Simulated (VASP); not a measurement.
A run of VASP 6.6.1 is set up as follows.

INCAR

```
SYSTEM = H
ALGO     = Fast           ! electronic algorithm
EDIFF    = 1E-6           ! SCF threshold, eV
EDIFFG   = -0.01          ! ionic threshold
ENCUT    = 600            ! plane-wave cutoff, eV
GGA      = PS             ! functional
IBRION   = 2              ! ionic algorithm
ISIF     = 3              ! what is computed and relaxed
ISMEAR   = 0              ! smearing method
LASPH    = .True.         ! aspherical terms in the spheres
LCHARG   = .False.        ! write CHGCAR
LREAL    = .False.        ! projectors in reciprocal space
LWAVE    = .False.        ! write WAVECAR
NELM     = 80             ! most SCF steps
NSW      = 100            ! ionic steps
PREC     = Accurate       ! precision mode
SIGMA    = 0.02           ! smearing width, eV
```

KPOINTS

```
k-points
0
Gamma
  4 4 4
  0 0 0
```

The input POSCAR:

```
H
1.0
    7.1727160115      0.0000000000      0.0000000000
    0.0000000000      7.1826369686      0.0000000000
    0.0000000000      0.0000000000      7.2048381859
H
8
Direct
    0.3661150650      0.7222212050      0.6457363608
    0.8661150650      0.7777787950      0.3542636392
    0.6338849350      0.2222212050      0.8542636392
    0.1338849350      0.2777787950      0.1457363608
    0.6440867752      0.1480761087      0.7802354485
    0.1440867752      0.3519238913      0.2197645515
    0.3559132248      0.6480761087      0.7197645515
    0.8559132248      0.8519238913      0.2802354485
```

Potentials or basis: VASP PAW PBE potentials, release 64 (H).

The run is started by

```sh
$ cat potpaw_PBE.64/H/POTCAR > POTCAR
$ mpirun -np 1 vasp_std > vasp.out
```

Question: Predict the relaxed volume.

Answer: 46.39 Å³/atom.

Question: Predict the relaxed cell.

Answer: a = 7.172 Å, b = 7.183 Å, c = 7.205 Å, α = 90.00°, β = 90.00°, γ = 90.00°.

Final structure:
```
CELL_PARAMETERS angstrom
7.17189 0.00000 0.00000
0.00000 7.18256 0.00000
0.00000 0.00000 7.20484
ATOMIC_POSITIONS crystal
H 0.36612 0.72228 0.64568
H 0.86612 0.77772 0.35432
H 0.63388 0.22228 0.85432
H 0.13388 0.27772 0.14568
H 0.64409 0.14801 0.78018
H 0.14409 0.35199 0.21982
H 0.35591 0.64801 0.71982
H 0.85591 0.85199 0.28018
```

Caveat: the PAW data sets were made with another functional, which shifts forces and pressure a little.
